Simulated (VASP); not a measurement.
Runs of VASP 6.6.1 on SiC. The structure is cubic, space group F-43m (No. 216). Conventional cell: a = 4.358 Å, b = 4.358 Å, c = 4.358 Å, α = 90.00°, β = 90.00°, γ = 90.00°. Si (site symmetry -43m) is surrounded by 4 C at 1.89 Å. C (site symmetry -43m) has 4 Si at 1.89 Å as nearest neighbours. The cell is a database's computed one.

| level | potentials or basis | k mesh | cutoff (eV) | smearing | gap on the mesh (eV) | pressure (GPa) |
| --- | --- | --- | --- | --- | --- | --- |
| PBEsol | VASP PAW PBE potentials, release 64 (Si, C_h) | 10 × 10 × 10 | 900 | gaussian 0.02 eV | 1.24 | (a) |
| PBEsol | VASP PAW PBE potentials, release 64 (Si, C) | 16 × 16 × 16 | 520 | gaussian 0.02 eV | 1.23 | 0.1 |
| PBEsol | VASP PAW PBE potentials, release 64 (Si, C) | 10 × 10 × 10 | 520 | gaussian 0.5 eV | 1.23 | 0.1 |
| PBEsol | VASP PAW PBE potentials, release 64 (Si, C) | 10 × 10 × 10 | 700 | gaussian 0.02 eV | 1.24 | 0.0 |
| r2SCAN | VASP PAW PBE potentials, release 64 (Si, C) | 10 × 10 × 10 | 520 | gaussian 0.02 eV | 1.73 | -0.5 |

Alike in all rows: task single point; no spin polarisation; cell as given.

Task: Estimate the missing entries.

Result: (a) -0.1.

Caveats: the PAW data sets were made with another functional, which shifts forces and pressure a little; the cutoff is under 1.25 times the usual one of these potentials, so pressure, stress and relaxed cells hold a basis-set (Pulay) error (some runs).

A k mesh can miss the band edges.
